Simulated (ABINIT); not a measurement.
Crystal: KTaO3.

```
Ta K O
1.0
     3.98830    0.00000    0.00000
     0.00000    3.98830    0.00000
     0.00000    0.00000    3.98830
Ta K O
1 1 3
Direct
  0.00000 0.00000 0.00000
  0.50000 0.50000 0.50000
  0.00000 0.00000 0.50000
  0.00000 0.50000 0.00000
  0.50000 0.00000 0.00000
```

* Program: ABINIT 10.8.3 (patched build)
* Task: relaxation of cell and atoms
* Functional: LDA
* Potentials or basis: JTH PAW LDA v2.0
* Cutoff: 626 eV
* k mesh: 5 × 5 × 5
* Occupations: fermi-dirac, width 0.05 eV
* Spin: no spin polarisation

At the start: pressure -5.9 GPa; volume 12.69 Å³/atom.

Where does the relaxation end?

Over 4 steps the energy falls by 6.7 meV/atom and the volume is 12.33 Å³/atom (-2.8 %); space group Pm-3m (No. 221, to 0.05 Å).

Step by step:
| step | energy change (eV) | largest force (eV/Å) | pressure (GPa) | volume (Å³) |
| --- | --- | --- | --- | --- |
| 1 | 0.0000 | 0.0000 | -5.85 | 63.44 |
| 2 | -0.0288 | 0.0000 | -2.27 | 62.31 |
| 3 | -0.0334 | 0.0000 | 0.13 | 61.62 |
| 4 | -0.0335 | 0.0000 | 0.00 | 61.66 |

Final structure:
```yaml
crystal:
  lattice:
    - [3.95067, 0.00000, 0.00000]
    - [0.00000, 3.95067, 0.00000]
    - [0.00000, 0.00000, 3.95067]
  atoms:
    - { symbol: Ta, position: [0.00000, 0.00000, 0.00000] }
    - { symbol: K, position: [0.50000, 0.50000, 0.50000] }
    - { symbol: O, position: [0.00000, 0.00000, 0.50000] }
    - { symbol: O, position: [0.00000, 0.50000, 0.00000] }
    - { symbol: O, position: [0.50000, 0.00000, 0.00000] }
```

Caveat: the atomic spheres overlap.
